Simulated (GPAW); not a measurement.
# GaN (F-43m) in GPAW: single point with PBE

Aim: the single point of GaN with PBE.

Everything below comes from runs of GPAW 26.7.0. Logs are shortened: lines on timing, memory, paths and dates and some standing lists are left out, and cuts for length are marked. The log counts tension as positive stress, the text compression.

**Measured values to compare with.**

A printed reference work, textbook reports, for a bulk crystal of GaN at 0 K: band gap 3.299 eV (direct).

The results are compared with them further down.

## Step 1: Starting point

The structure is cubic, space group F-43m (No. 216). The conventional cell has a = 4.507 Å, b = 4.507 Å, c = 4.507 Å, α = 90.00°, β = 90.00°, γ = 90.00°. Ga (site symmetry -43m) is surrounded by 4 N at 1.95 Å. N (site symmetry -43m) has 4 Ga at 1.95 Å as nearest neighbours.

The cell is a database's computed one.

## Step 2: Single point, PBE

run.py reads:

```python
from ase.dft.bandgap import bandgap
from ase.io import read, write
from ase.units import GPa
from gpaw import GPAW, PW

atoms = read('POSCAR')

calc = GPAW(mode=PW(600),
            xc='PBE',
            kpts={'size': (8, 8, 8), 'gamma': True},
            occupations={'name': 'fermi-dirac', 'width': 0.05},
            nbands=11,
            maxiter=120,
            txt='gpaw.txt')
atoms.calc = calc
energy = atoms.get_potential_energy()
forces = atoms.get_forces()
stress = atoms.get_stress()
calc.write('gs.gpw')
write('result.traj', atoms)
print(f'Energy: {energy:.6f} eV')
print('Forces (eV/A):')
print(forces.round(4))
print('Stress (GPa):', (stress / GPa).round(3))
print('Fermi level:', round(calc.get_fermi_level(), 4), 'eV')
print(f'Gap: {bandgap(calc)[0]:.4f} eV, direct: {bandgap(calc, direct=True)[0]:.4f} eV')
```

POSCAR reads:

```
GaN
1.0
    0.0000000000      2.2535006075      2.2535006075
    2.2535006075      0.0000000000      2.2535006075
    2.2535006075      2.2535006075      0.0000000000
Ga N
1 1
Direct
    0.0000000000      0.0000000000      0.0000000000
    0.2500000000      0.2500000000      0.2500000000
```

Potentials or basis: GPAW PAW data sets (gpaw-data 1.2.1), pw.

Launch:

```console
$ OMP_NUM_THREADS=1 python run.py
```

gpaw.txt:

```text
__  _  _
 | _ |_)|_||  |
 |__||  | ||/\| - 26.7.0

Input parameters:
  mode=PW(ecut=600.0),
  kpts=MonkhorstPack(size=(8, 8, 8), gamma=True),
  maxiter=120,
  nbands=11,
  occupations=Occupations(name='fermi-dirac', width=0.05),
  xc=XC(name='PBE')

Diagonalizing LCAO Hamiltonian
Converting LCAO to pw mode

           N
       Ga

Atoms  # Å, Bohr magnetons
|   | symbol |        x |        y |        z |    initial magnetic moments |
|---|--------|----------|----------|----------|-----------------------------|
| 0 |     Ga | 0.000000 | 0.000000 | 0.000000 | ( 0.0000,  0.0000,  0.0000) |
| 1 |      N | 1.126750 | 1.126750 | 1.126750 | ( 0.0000,  0.0000,  0.0000) |

Unit cell  # Å
| periodic |        x |        y |        z |  lengths |    angles |
|----------|----------|----------|----------|----------|-----------|
|      yes | 0.000000 | 2.253501 | 2.253501 | 3.186931 | 60.000000 |
|      yes | 2.253501 | 0.000000 | 2.253501 | 3.186931 | 60.000000 |
|      yes | 2.253501 | 2.253501 | 0.000000 | 3.186931 | 60.000000 |

Number of symmetries: 24
Symmetry operations  # r_c * U_cc + t_c -> r_c
|    | kind |            matrix            |
|----|------|------------------------------|
|  0 |  E   |  1, 0, 0,  0, 1, 0,  0, 0, 1 |
|  1 |  σ   |  1, 0, 0,  0, 0, 1,  0, 1, 0 |
|  2 |  σ   |  1, 0,-1,  0, 1,-1,  0, 0,-1 |
|  3 |  C3  |  1, 0,-1,  0, 0,-1,  0, 1,-1 |
|  4 |  C3  |  1,-1, 0,  0,-1, 1,  0,-1, 0 |
|  5 |  σ   |  1,-1, 0,  0,-1, 0,  0,-1, 1 |
|  6 |  σ   |  0, 1, 0,  1, 0, 0,  0, 0, 1 |
|  7 |  C3  |  0, 1, 0,  0, 0, 1,  1, 0, 0 |
|  8 |  C2  |  0, 1,-1,  1, 0,-1,  0, 0,-1 |
|  9 |  S4  |  0, 1,-1,  0, 0,-1,  1, 0,-1 |
| 10 |  C3  |  0, 0, 1,  1, 0, 0,  0, 1, 0 |
| 11 |  σ   |  0, 0, 1,  0, 1, 0,  1, 0, 0 |
| 12 |  S4  |  0, 0,-1,  1, 0,-1,  0, 1,-1 |
| 13 |  C3  |  0, 0,-1,  0, 1,-1,  1, 0,-1 |
| 14 |  S4  |  0,-1, 1,  1,-1, 0,  0,-1, 0 |
| 15 |  C2  |  0,-1, 1,  0,-1, 0,  1,-1, 0 |
| 16 |  C3  |  0,-1, 0,  1,-1, 0,  0,-1, 1 |
| 17 |  S4  |  0,-1, 0,  0,-1, 1,  1,-1, 0 |
| 18 |  S4  | -1, 1, 0, -1, 0, 1, -1, 0, 0 |
| 19 |  C3  | -1, 1, 0, -1, 0, 0, -1, 0, 1 |
| 20 |  C3  | -1, 0, 1, -1, 1, 0, -1, 0, 0 |
| 21 |  S4  | -1, 0, 1, -1, 0, 0, -1, 1, 0 |
| 22 |  σ   | -1, 0, 0, -1, 1, 0, -1, 0, 1 |
| 23 |  C2  | -1, 0, 0, -1, 0, 1, -1, 1, 0 |

BZ-sampling:
  Number of BZ points: 512
  Number of IBZ points: 29

  Monkhorst-Pack size: [8, 8, 8]
  Monkhorst-Pack shift: [0.0625, 0.0625, 0.0625]

K-points  # in reciprocal-cell coordinates
|     |                                coordinates |     weight |
|-----|--------------------------------------------|------------|
|   0 | (  0.00000000,   0.00000000,   0.00000000) | 0.00195312 |
|   1 | (  0.12500000,   0.12500000,   0.00000000) | 0.01171875 |
|   2 | (  0.12500000,   0.12500000,   0.12500000) | 0.01562500 |
|   3 | (  0.25000000,   0.12500000,   0.12500000) | 0.02343750 |
|   4 | (  0.25000000,   0.25000000,   0.00000000) | 0.01171875 |
|   5 | (  0.25000000,   0.25000000,   0.12500000) | 0.04687500 |
|   6 | (  0.25000000,   0.25000000,   0.25000000) | 0.01562500 |
|   7 | (  0.37500000,   0.25000000,  -0.37500000) | 0.04687500 |
|   8 | (  0.37500000,   0.25000000,   0.12500000) | 0.04687500 |
|   9 | (  0.37500000,   0.25000000,   0.25000000) | 0.04687500 |
| ... |                                            |            |
|  28 | (  0.50000000,   0.50000000,   0.50000000) | 0.00781250 |

Plane wave coefficients: 778
Cutoff: 600.0 eV

Spin-components: 1 (collinear spins)
Bands:           11
Projectors:      10
Spin-degeneracy: 2
Datatype:        complex128

Parallelization:
  kpt:    1
  domain: 1
  band:   1

Density:
  Valence electrons: 8.0
  Components: 1
  Grid points: [20 20 20]
  Charge: 0.0  # |e|

Potential:
  Grid points: [20 20 20]

species:
  Ga:
    name:    Gallium
    Z:       31.0
    valence: 3
    core:    28
    charge:  0.0  # [|e|]
    compensation charges:
      type: gauss
      rc: 0.37  # [Å]
      lmax: 2
    cutoffs:
      filter: 2.06  # [Å]
      core: 4.17  # [Å]
    projectors
    | kind |    occ | energy [eV] | rcut [Å] |
    |------|--------|-------------|----------|
    |   4s |  2.000 |      -8.945 |    1.164 |
    |   4p |  1.000 |      -2.580 |    1.164 |
    |    s |        |      18.266 |    1.164 |
    |    p |        |      24.631 |    1.164 |
    |    d |        |       0.000 |    1.164 |

    Using partial waves for Ga as LCAO basis

  N:
    name:    Nitrogen
    Z:       7.0
    valence: 5
    core:    2
    charge:  0.0  # [|e|]
    compensation charges:
      type: gauss
      rc: 0.18  # [Å]
      lmax: 2
    cutoffs:
      filter: 1.11  # [Å]
      core: 0.96  # [Å]
    projectors
    | kind |    occ | energy [eV] | rcut [Å] |
    |------|--------|-------------|----------|
    |   2s |  2.000 |     -18.583 |    0.603 |
    |   2p |  3.000 |      -7.089 |    0.529 |
    |    s |        |       8.629 |    0.603 |
    |    p |        |      20.123 |    0.529 |
    |    d |        |       0.000 |    0.577 |

    Using partial waves for N as LCAO basis

Reference energy: -54366.393033  # eV

eigensolver:
  PPCG
  Converge bands: occupied
  niter=2

density mixing:
  MSR1-Mixer
  Pratt-step length: 0.05
  Maximum mixing coefficient: 0.75
  Old densities: 10
  SVD Regularization: 0.005
  Good broyden scale: 1.0
  Trust region scale: 1.0
  Backstep threshold: 4.0
  History deletion threshold: 6.0
  Fourier metric: weight=20.0, sigma=0.015

occupation numbers:
  Fermi-Dirac:
    width: 0.0500  # eV

poisson solver:
  ecut: 4800.0  # eV

xc functional:
  name: PBE with 2 nearest neighbor stencil

convergence criteria:
- Maximum [total energy] change in last 3 cyles: 0.0005 eV / valence electron
- Maximum integral of absolute [dens]ity change: 0.0001 electrons / valence electron
- Maximum integral of absolute [eigenst]ate change: 4e-08 eV^2 / valence electron
maximum number of iterations: 120

SCF iterations
|iter     | |      energy | eigst |  dens |
|---------|-|-------------|-------|-------|
|iter:   1| |  -13.683373 | -0.32 |       |
|iter:   2| |  -13.206661 | -2.06 | -0.57 |
|iter:   3| |  -11.920659 | -0.70 | -0.62 |
|iter:   4| |  -11.919030 | -3.24 | -1.30 |
|iter:   5| |  -11.919787c| -3.52 | -1.57 |
|iter:   6| |  -11.919814c| -5.55 | -2.84 |
|iter:   7| |  -11.919827c| -6.23 | -3.17 |
|iter:   8| |  -11.919827c| -8.37c| -4.37c|

Converged in 8 steps
Energy contributions relative to reference atoms: (reference = -54366.393033)

Energy contributions:
  Kinetic:          33.000006
  Coulomb:         -28.728974
  Zero:              0.055508
  External:          0.000000
  Xc:              -16.246368
  Entropy:          -0.000000
  Spinorbit:         0.000000
  ----------------------------
  Free energy:     -11.919827
  Extrapolated:    -11.919827

dipole moment: (-12.570911, -12.570911, -12.570911)  # |e|*Ang

Fermi level: 7.332
Eigenvalues  # (at kpt = [0.000, 0.000, 0.000])
| band index |      eig [eV] | occ [0-2] |
|------------|---------------|-----------|
|          0 |        -9.481 |     2.000 |
|          1 |         6.408 |     2.000 |
|          2 |         6.408 |     2.000 |
|          3 |         6.408 |     2.000 |
|          4 |         8.212 |     0.000 |
|          5 |        16.801 |     0.000 |
|          6 |        16.801 |     0.000 |
|          7 |        16.801 |     0.000 |
|          8 |        24.093 |     0.000 |
|          9 |        24.823 |     0.000 |
|         10 |        24.826 |     0.000 |

Gap: 1.804 eV
Transition (v -> c):
  (s=0, k=0, n=3, [0.00, 0.00, 0.00]) -> (s=0, k=0, n=4, [0.00, 0.00, 0.00])
No difference between direct/indirect transitions

Forces  # eV/Ang
|       x |       y |       z |
|---------|---------|---------|
| 0.00000 | 0.00000 | 0.00000 |  # Ga   0
| 0.00000 | 0.00000 | 0.00000 |  # N    1

Stress tensor  # eV/Ang^3
|         x |         y |         z |
|-----------|-----------|-----------|
| -0.043923 | -0.000000 |  0.000000 |
| -0.000000 | -0.043923 |  0.000000 |
|  0.000000 |  0.000000 | -0.043923 |

# Writing to gs.gpw (mode='')
```

It took 18 s on 1 thread of Intel Xeon at 2.50GHz (Skylake/Cascade Lake), shared host; peak memory 0.13 GiB.

What came out:

* Free energy: -11.9198 eV
* Pressure: 7.0 GPa
* Band gap on the k mesh: 1.80 eV, direct

Caveat: the cutoff is short for stress and forces, so pressures can be off by a GPa or more.

## Step 3: How close it comes

Step 2. Against the measured gap of GaN, 3.299 eV (direct; 0 K; a printed reference work, textbook), the calculated 1.80 eV is off by -1.50 eV. Spin-orbit coupling on Ga is left out. The value is that of PBE, without temperature or zero-point motion. Semilocal functionals fall short of measured gaps as a rule. The cell is a database's relaxed one, not the measured one, which moves gaps too.
